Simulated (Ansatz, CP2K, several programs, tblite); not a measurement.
Energy against volume for HfO₂ (started from an entry of an open crystallographic database), at fixed shape and fractional coordinates, computed by several methods (PBE and r2SCAN, where shown, with plane waves in Ansatz); the cell shown is that of r2SCAN. With free coordinates or axes held, a curve is too stiff, and on another method's shape its minimum isn't the method's own volume. Space group P2_1/c (No. 14), monoclinic; a = 5.114 Å, b = 5.181 Å, c = 5.295 Å, β = 99.5° in the conventional setting, 11.53 Å³ an atom. Around Hf lie 7 O at 2.04–2.25 Å; around O lie 4 Hf at 2.14–2.25 Å; around O lie 3 Hf at 2.04–2.14 Å. (Simulation; spin polarisation is off.) Energies count from each curve's lowest point; fits are third-order Birch-Murnaghan.

```
Hf O
1.0
     5.11378    0.00000   -0.00570
     0.00000    5.18148    0.00000
    -0.86375    0.00000    5.22401
Hf O
4 8
Direct
  0.27619 0.04183 0.20820
  0.72381 0.54183 0.29180
  0.72381 0.95817 0.79180
  0.27619 0.45817 0.70820
  0.44792 0.75769 0.47851
  0.55208 0.25769 0.02149
  0.55208 0.24231 0.52149
  0.44792 0.74231 0.97851
  0.07017 0.33391 0.34392
  0.92983 0.83391 0.15608
  0.92983 0.66609 0.65608
  0.07017 0.16609 0.84392
```

PBE/DZVP (CP2K), on the shape of the cell shown:
```csv
V (Å³/atom),E (meV/atom)
10.149,138.19
10.841,26.89
11.533,0.00
12.225,34.34
12.917,113.98
```
V₀ = 11.46 Å³ an atom and B₀ = 242 GPa.

light PBE (260 eV and a coarse mesh), on the shape of the cell shown:
```
V (Å³/atom)  E (meV/atom)
     10.610        107.20
     11.072         28.83
     11.533          5.65
     11.994          0.00
     12.456         61.58
     12.917         78.15
```
The points scatter about the fit by more than 0.3 meV an atom, since at so low a cutoff the number of plane waves jumps with the volume, so no fit is quoted.

GFN1-xTB (tblite), on the shape of the cell shown, as a cluster of 96 atoms at the zone centre:

| V (Å³/atom) | E (meV/atom) |
| --- | --- |
| 10.149 | 135.54 |
| 10.841 | 53.91 |
| 11.533 | 12.89 |
| 12.225 | 0.00 |
| 12.917 | 7.31 |

V₀ = 12.28 Å³ an atom and B₀ = 79 GPa.

**Question.** PBE, on the shape of its own relaxed cell, gives
```
V (Å³/atom)  E (meV/atom)
     11.118         34.35
     11.473          8.10
     11.828          0.00
     12.182          7.30
     12.537         27.81
```
What equilibrium volume and bulk modulus follow?

**Answer.** V₀ = 11.83 Å³ an atom and B₀ = 232 GPa.

**Question.** PBE/SZV (CP2K), on the shape of the cell shown, gives

| V (Å³/atom) | E (meV/atom) |
| --- | --- |
| 10.149 | 162.34 |
| 10.841 | 35.51 |
| 11.533 | 0.00 |
| 12.225 | 30.06 |
| 12.917 | 108.17 |

What equilibrium volume and bulk modulus follow?

**Answer.** V₀ = 11.52 Å³ an atom and B₀ = 253 GPa.
